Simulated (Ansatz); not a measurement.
**I under changes of volume**

One of the cells (40.553 Å³/atom); the others are scaled copies at fixed shape and fractional positions:

```xyz
1
Lattice="0.0000 2.3656 3.9098 2.1922 0.0000 3.9098 2.1922 2.3656 0.0000" Properties=species:S:1:pos:R:3 pbc="T T T"
I     0.0000    0.0000    0.0000
```

- Program: Ansatz 0.2.0
- Functional: PBEsol
- Potentials or basis: Ansatz PAW
- Cutoff: 420 eV (not typed: the program's choice for these potentials)
- k mesh: 9 × 9 × 9
- Occupations: fermi-dirac, width 0.05 eV
- Spin: no spin polarisation

| volume (Å³/atom) | energy over the lowest point (meV/atom) | pressure (GPa) |
| --- | --- | --- |
| 38.120 | 0.00 | 0.3 |
| 38.931 | ? | ? |
| 39.742 | 3.85 | -0.9 |
| 40.553 | 9.89 | -1.4 |
| 41.364 | 18.23 | -1.8 |
| 42.175 | 28.55 | -2.2 |
| 42.986 | 40.61 | -2.5 |

Question: What does the run at 38.931 Å³/atom give?

Answer: Energy over the lowest point 0.43 meV/atom; pressure -0.4 GPa.

Worked out: A Birch-Murnaghan fit of order 3 (a polynomial in V^(-2/3)) to the other rows has its minimum at 38.41 Å³/atom with B0 = V·E''(V) = 31 GPa and B' = 5.4 at fixed shape and positions, which overstates the stiffness. It gives 0.42 meV/atom at 38.931 Å³/atom, against the run's 0.43, and -dE/dV = -0.4 GPa, against -0.4.

Energies are extrapolated to zero smearing.

Caveats: an odd number of electrons without spin polarisation forces a metal; a magnetic or distorted state may lie lower; the PAW data sets come from PBE, with cores solved anew for the run's functional, which leaves a small shift of forces and pressure.
